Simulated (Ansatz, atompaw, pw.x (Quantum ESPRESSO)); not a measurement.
**lithium: does the PAW (atompaw) potential hold in the solid?**

```json
{"Element": "Li (Z = 3)", "Generator": "atompaw 4.2.0.5", "Type": "PAW", "Functional": "PBE", "Relativity": "scalar-relativistic", "Frozen core": "[He]", "Valence charge": "1", "Reference configuration": "2s1 2p0", "Partial waves": "2s (bound): rc 2.60 bohr; 2s channel at 0.3 Ry: rc 3.00 bohr; 2p (bound, empty): rc 3.00 bohr; 2p channel at 4.45 Ry: rc 3.00 bohr; 3d channel at 0.05 Ry: rc 3.00 bohr; 3d channel at 2.45 Ry: rc 3.00 bohr", "Local potential": "vpsmatchnc scheme with l = 3 at 1 Ry, radius 2.40 bohr", "Core correction": "smooth core density matched at 2.15 bohr", "Augmentation charge": "sinc compensation charge, radius 3.00 bohr; PAW radius 3.00 bohr; waves and projectors: custom rrkj vanderbiltortho"}
```

Atomic tests: cutoffs needed: 6 Ry and 6 Ry (the cutoffs (Ry, on a coarse ladder) from which the occupation-weighted sum of valence levels, in a spherical-Bessel basis at the reference potential, stays within 10 and 1 mRy of its value at 400 Ry); ghost test: no extra level below or beside the all-electron valence levels (s, p, d, f tested) (spherical-Bessel basis up to 400 Ry, 20 bohr box); lowest eigenvalue of the overlap operator: 0.27 (s channel).

Crystal test: fcc Li in pw.x 7.5, no spin, 13³ k-points, Fermi–Dirac smearing 0.01 Ry, cutoffs 40/400 Ry. The lattice is a test structure that the element need not adopt, and mesh and smearing are coarse.

pw.x input:

```
&control
  calculation='scf', prefix='x', pseudo_dir='./', outdir='./tmp', tstress=.true., disk_io='low'
/
&system
  ibrav=0, nat=1, ntyp=1, ecutwfc=40, ecutrho=400, nbnd=7,
  occupations='smearing', smearing='fd', degauss=0.01
/
&electrons
  conv_thr=1e-09, mixing_beta=0.4, electron_maxstep=70
/
ATOMIC_SPECIES
Li 1.0 Li.UPF
CELL_PARAMETERS angstrom
  0.00000000 2.16685863 2.16685863
  2.16685863 0.00000000 2.16685863
  2.16685863 2.16685863 0.00000000
ATOMIC_POSITIONS crystal
Li 0.0000 0.0000 0.0000
K_POINTS automatic
13 13 13 0 0 0
```

```bash
pw.x < Li.scf.in > Li.scf.out
```

Question: How does the run end?

Answer: It converges; the pressure is -0.02 GPa against -0.05 GPa from all-electron LAPW.  The log shows:

```
Message from routine setup:
     using ibrav=0 with symmetry is DISCOURAGED, use correct ibrav instead
     lattice parameter (alat)  =       5.7909  a.u.
     unit-cell volume          =     137.3151 (a.u.)^3
     number of electrons       =         1.00
     number of Kohn-Sham states=            7
     kinetic-energy cutoff     =      40.0000  Ry
     charge density cutoff     =     400.0000  Ry
     scf convergence threshold =      1.0E-09
     Exchange-correlation= SLA PW PBX PBC
     number of k points=    84  Fermi-Dirac smearing, width (Ry)=  0.0100
     iteration #  1     ecut=    40.00 Ry     beta= 0.40
     total energy              =      -3.84449894 Ry
     estimated scf accuracy    <       0.00024262 Ry
     iteration #  2     ecut=    40.00 Ry     beta= 0.40
     total energy              =      -3.84034773 Ry
     estimated scf accuracy    <       0.00011072 Ry
     iteration #  3     ecut=    40.00 Ry     beta= 0.40
     total energy              =      -3.84048920 Ry
     estimated scf accuracy    <       0.00000490 Ry
     iteration #  4     ecut=    40.00 Ry     beta= 0.40
     total energy              =      -3.84049196 Ry
     estimated scf accuracy    <       0.00000014 Ry
     iteration #  5     ecut=    40.00 Ry     beta= 0.40
     total energy              =      -3.84049227 Ry
     estimated scf accuracy    <          5.6E-09 Ry
     iteration #  6     ecut=    40.00 Ry     beta= 0.40
     the Fermi energy is     0.5205 ev
!    total energy              =      -3.84049228 Ry
     estimated scf accuracy    <          8.5E-12 Ry
     smearing contrib. (-TS)   =      -0.00228251 Ry
     convergence has been achieved in   6 iterations
          total   stress  (Ry/bohr**3)                   (kbar)     P=       -0.17
```
